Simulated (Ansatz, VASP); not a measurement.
# One calculation of ScAl3, two programs

Contents of INCAR:

```
PREC = Accurate
ENCUT = 600
EDIFF = 1E-7
ISMEAR = -1
SIGMA = 0.05
LREAL = F
LASPH = T
NELM = 80
ALGO = Normal
ISIF = 3
LWAVE = F
LCHARG = F
GGA = PE
IVDW = 13
IBRION = 2
NSW = 40
EDIFFG = -0.02
```

KPOINTS

```
Automatic mesh
0
Gamma
  7 7 7
```

Contents of POSCAR:

```
ScAl3
1.0
    4.0878065700      0.0000000000      0.0000000000
    0.0000000000      4.0878065700      0.0000000000
    0.0000000000      0.0000000000      4.0878065700
Sc Al
1 3
Direct
    0.0000000000      0.0000000000      0.0000000000
    0.5000000000      0.5000000000      0.0000000000
    0.0000000000      0.5000000000      0.5000000000
    0.5000000000      0.0000000000      0.5000000000
```

Contents of input.yaml:

```yaml
crystal:
  lattice:
    - [4.08780657, 0.0, 0.0]
    - [0.0, 4.08780657, 0.0]
    - [0.0, 0.0, 4.08780657]
  atoms:
    - { symbol: Sc, position: [0.0, 0.0, 0.0] }
    - { symbol: Al, position: [0.5, 0.5, 0.0] }
    - { symbol: Al, position: [0.0, 0.5, 0.5] }
    - { symbol: Al, position: [0.5, 0.0, 0.5] }
hamiltonian:
  xc: pbe
  pseudopotentials: { kind: paw }
  dispersion: d4
kpoints:
  mp_grid: { grid: [7, 7, 7] }
scf:
  occupations: { method: fermi_dirac, width: 0.05 }
output:
  forces: true
  stress: true
  eigenvalues: true
  write_density: true
  write_potential: true
  elf: true
  volumetric_format: npy
relax:
  f_tol: 0.01
  max_steps: 40
  cell: { stress_tol: 0.05 }
```

The cell is a database's computed one.

Alike in both runs: task relaxation of cell and atoms; functional PBE; dispersion D4; k mesh 7 × 7 × 7; occupations fermi-dirac, width 0.05 eV; no spin polarisation.

|  | VASP | Ansatz |
| --- | --- | --- |
| version | VASP 6.6.1 | Ansatz 0.2.0 |
| potentials or method | VASP PAW PBE potentials, release 64 (Sc_sv, Al) | Ansatz PAW |
| plane-wave cutoff (eV) | 600 | 420 |
| valence electrons in the cell | 20 | 20 |

|  | VASP | Ansatz | Ansatz less VASP |
| --- | --- | --- | --- |
| gap on the k mesh at the Fermi level, each at its own relaxed structure (eV) | none | none | - |
| relaxed volume (Å³/atom) | 16.71 | 16.70 | -0.006 |
| relaxed cell length with the largest relative difference (Å) | 4.058 | 4.057 | -0.0005 |
| energy change over the relaxation (meV/atom) | -2 | -2 | -0.1 |

A gap of «none» marks a metal or a gap that the smearing closes.

Caveats: pairwise dispersion overbinds metals, which lowers pressure and volume; the plane-wave basis is chosen anew once the cell has moved, so the energies of steps on either side of that aren't comparable (Ansatz).
